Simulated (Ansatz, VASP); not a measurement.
## One calculation of C, two programs

```
CELL_PARAMETERS angstrom
3.56680 0.00000 0.00000
0.00000 -3.56680 0.00000
0.00000 0.00000 -3.56680
ATOMIC_POSITIONS crystal
C 0.50000 0.00000 0.01682
C 0.00000 0.50000 0.00000
C 0.00000 0.00000 0.50000
C 0.50000 0.50000 0.50000
C 0.75000 0.75000 0.75000
C 0.25000 0.25000 0.75000
C 0.25000 0.75000 0.25000
C 0.75000 0.25000 0.25000
```

Alike in both runs: task single point; functional PBE; k mesh 6 × 6 × 6; occupations gaussian, width 0.05 eV; no spin polarisation.

|  | VASP | Ansatz |
| --- | --- | --- |
| version | VASP 6.6.1 | Ansatz 0.2.0 |
| potentials or method | VASP PAW PBE potentials, release 64 (C) | scalar-relativistic, plane waves, PAW |
| plane-wave cutoff (eV) | 520 | 420 |
| valence electrons in the cell | 32 | 32 |

```csv
,VASP,Ansatz,Ansatz less VASP
gap on the k mesh at the Fermi level (eV),3.90,3.91,+0.007
least direct gap on the mesh (eV),4.24,4.25,+0.008
pressure (GPa),2.8,2.1,-0.68
largest component of the traceless stress (GPa),0.69,0.64,-0.058
rms of the force components (eV/Å),0.613,0.610,-0.0033
```

Atom by atom the forces differ by 0.004 eV/Å (rms over components).

Caveats: forces of over 1 eV/Å show positions far from the minimum, so gaps and moduli don't describe the material at rest.
